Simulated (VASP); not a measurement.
Wanted: the native input for a VASP 6.6.1 run.

| Property | Result |
| --- | --- |
| Task | relaxation of cell and atoms |
| Functional | PBEsol |
| Potentials or basis | VASP PAW PBE potentials, release 64 (Ca_sv, O) |
| Cutoff | 600 eV |
| k mesh | 10 × 10 × 10 |
| Occupations | gaussian, width 0.03 eV |
| Spin | no spin polarisation |
| Further INCAR settings | ALGO = Normal; EDIFF = 1e-06; IBRION = 2; EDIFFG = -0.01; NSW = 90; ISIF = 3 |

The structure of CaO (Lime) lies in POSCAR:

```
CaO
1.0
    0.0000000000      2.4065000000      2.4065000000
    2.4065000000      0.0000000000      2.4065000000
    2.4065000000      2.4065000000      0.0000000000
Ca O
1 1
Direct
    0.0000000000      0.0000000000      0.0000000000
    0.5000000000      0.5000000000      0.5000000000
```

One way to write it, as run:

INCAR

```
ALGO     = Normal         # electronic algorithm
EDIFF    = 1E-6           # SCF threshold, eV
EDIFFG   = -0.01          # ionic threshold
ENCUT    = 600            # plane-wave cutoff, eV
GGA      = PS             # functional
IBRION   = 2              # ionic algorithm
ISIF     = 3              # what is computed and relaxed
ISMEAR   = 0              # smearing method
LASPH    = T              # aspherical terms in the spheres
LCHARG   = F              # write CHGCAR
LREAL    = F              # projectors in reciprocal space
LWAVE    = F              # write WAVECAR
NELM     = 80             # most SCF steps
NSW      = 90             # ionic steps
PREC     = Accurate       # precision mode
SIGMA    = 0.03           # smearing width, eV
```

KPOINTS

```
k-points
0
Gamma
  10 10 10
```

Potentials or basis: VASP PAW PBE potentials, release 64 (Ca_sv, O).

The run is started by

```console
$ cat potpaw_PBE.64/Ca_sv/POTCAR potpaw_PBE.64/O/POTCAR > POTCAR
$ mpirun -np 1 vasp_std > vasp.out
```

Results of the run:

```
Relaxed volume                         : 13.61 Å³/atom
Relaxed cell                           : a = 3.376 Å, b = 3.376 Å, c = 3.376 Å, α = 60.00°, β = 60.00°, γ = 60.00°
Space group after relaxing (to 0.05 Å) : Fm-3m (No. 225)
Energy gained by relaxing              : 2.8 meV/atom
Ionic steps                            : 3
Pressure after relaxing                : 0.0 GPa
Band gap on the k mesh                 : 3.53 eV, indirect (least direct gap 3.90 eV)
```

Caveat: the PAW data sets were made with another functional, which shifts forces and pressure a little.

It took 22 s on 1 thread of Intel(R) Xeon(R) 6975P-C (Granite Rapids), with other jobs on the host, peak memory 0.18 GiB.
